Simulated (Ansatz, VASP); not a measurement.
Li5Cl3: VASP beside Ansatz

File INCAR:

```
PREC     = Accurate       # precision mode
ENCUT    = 600            # plane-wave cutoff, eV
EDIFF    = 1E-6           # SCF threshold, eV
ISMEAR   = 0              # smearing method
SIGMA    = 0.1            # smearing width, eV
LREAL    = F              # projectors in reciprocal space
LASPH    = T              # aspherical terms in the spheres
NELM     = 100            # most SCF steps
ALGO     = Normal         # electronic algorithm
ISIF     = 3              # what is computed and relaxed
LWAVE    = F              # write WAVECAR
LCHARG   = F              # write CHGCAR
GGA      = PE             # functional
IBRION   = 2              # ionic algorithm
NSW      = 90             # ionic steps
EDIFFG   = -0.04          # ionic threshold
```

The input KPOINTS:

```
regular mesh
0
Gamma
  6 6 2
```

File POSCAR:

```
Li5Cl3
1.0
    3.4837717800      0.0000000000      0.0000000000
    0.0000000000      3.4837717800      0.0000000000
    0.0000000000      0.0000000000     12.2097497800
Li Cl
5 3
Direct
    0.0000000000      0.0000000000      0.2500000000
    0.0000000000      0.0000000000      0.7500000000
    0.0000000000      0.0000000000      0.0000000000
    0.5000000000      0.5000000000      0.3750000000
    0.5000000000      0.5000000000      0.6250000000
    0.5000000000      0.5000000000      0.1250000000
    0.5000000000      0.5000000000      0.8750000000
    0.0000000000      0.0000000000      0.5000000000
```

Input for Ansatz:

```yaml
crystal:
  lattice:
    - [3.48377178, 0.0, 0.0]
    - [0.0, 3.48377178, 0.0]
    - [0.0, 0.0, 12.20974978]
  atoms:
    - { symbol: Li, position: [0.0, 0.0, 0.25] }
    - { symbol: Li, position: [0.0, 0.0, 0.75] }
    - { symbol: Li, position: [0.0, 0.0, 0.0] }
    - { symbol: Li, position: [0.5, 0.5, 0.375] }
    - { symbol: Li, position: [0.5, 0.5, 0.625] }
    - { symbol: Cl, position: [0.5, 0.5, 0.125] }
    - { symbol: Cl, position: [0.5, 0.5, 0.875] }
    - { symbol: Cl, position: [0.0, 0.0, 0.5] }
basis:
  ecutwfc: 420
kpoints:
  mp_grid: { grid: [6, 6, 2] }
hamiltonian:
  xc: pbe
scf:
  occupations: { method: gaussian, width: 0.1 }
  lower_state_search: "off"
output:
  forces: true
  stress: true
  eigenvalues: true
relax:
  adjacent_minimum: "off"
  f_tol: 0.04
  max_steps: 70
  cell: { stress_tol: 0.4 }
```

Change from the starting cell: species swapped into the Ti3Pd5 type (P4/mmm, No. 123).

Alike in both runs: task relaxation of cell and atoms; functional PBE; k mesh 6 × 6 × 2; occupations gaussian, width 0.1 eV; no spin polarisation.

```csv
,VASP,Ansatz
version,VASP 6.6.1,Ansatz 0.2.0
potentials or method,"VASP PAW PBE potentials, release 64 (Li_sv, Cl)","scalar-relativistic, plane waves, PAW"
plane-wave cutoff (eV),600,420
valence electrons in the cell,36,36
```

|  | VASP | Ansatz | Ansatz less VASP |
| --- | --- | --- | --- |
| gap on the k mesh at the Fermi level, each at its own relaxed structure (eV) | none | none | - |
| relaxed volume (Å³/atom) | 19.14 | 19.27 | +0.132 |
| relaxed cell length with the largest relative difference (Å) | 14.692 | 14.793 | +0.1015 |
| energy change over the relaxation (meV/atom) | -189 | -190 | -0.7 |

A gap of «none» marks a metal or a gap that the smearing closes.

Caveats: the cutoff is under 1.25 times the usual one of these potentials, so pressure, stress and relaxed cells hold a basis-set (Pulay) error (VASP).
